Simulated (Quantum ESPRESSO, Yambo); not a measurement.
Planning a run of Quantum ESPRESSO 7.5 on SiC (P6_3mc). The input:

```
&control
  calculation = 'nscf'
  prefix = 'x'
  outdir = 'o'
  pseudo_dir = 'pseudo'
/
&system
  ibrav = 0
  nat = 8
  ntyp = 2
  ecutwfc = 74.0
  nbnd = 203
  force_symmorphic = .true.
/
&electrons
  conv_thr = 1e-9
  electron_maxstep = 80
  diago_full_acc = .true.
  diago_thr_init = 5e-6
/
ATOMIC_SPECIES
  Si 28.085 Si.upf
  C 12.011 C.upf
CELL_PARAMETERS angstrom
  3.0756941497 -0.0000000000 0.0000000000
  -1.5378470748 2.6636292679 0.0000000000
  0.0000000000 0.0000000000 10.0706464800
ATOMIC_POSITIONS crystal
  Si 0.6666666667 0.3333333333 0.9378419800
  Si 0.3333333333 0.6666666667 0.4378419800
  Si 0.0000000000 0.0000000000 0.6878943800
  Si 0.0000000000 0.0000000000 0.1878943800
  C 0.6666666667 0.3333333333 0.7498025900
  C 0.3333333333 0.6666666667 0.2498025900
  C 0.0000000000 0.0000000000 0.5004600500
  C 0.0000000000 0.0000000000 0.0004600500
K_POINTS automatic
  3 3 2 0 0 0
```

```sh
OMP_NUM_THREADS=1 mpirun -n 4 pw.x -nk 4 -in pw.in > pw.out
```

How long will it take on 4 MPI ranks of Arm Neoverse N1, shared host, and how much memory?

It took 38 s; on shared hardware allow 19 s to 76 s. Peak host memory was 0.65 GiB.

[Paths, hosts, dates, memory and timing lines, banners, echoed tables and standing remarks are left out of the program output.]

[Logs are printed without paths, hosts, clocks, repeated set-up lines and the standing remarks that a program may print on its own settings, such as how far it seeks lower states.]

[Runs of the session that timed out or met a known fault of the program may be left out.]

[Hosts, paths, dates, database ids (printed as entryN), source tags and the programs' standing remarks are cut or masked in the printed files.]
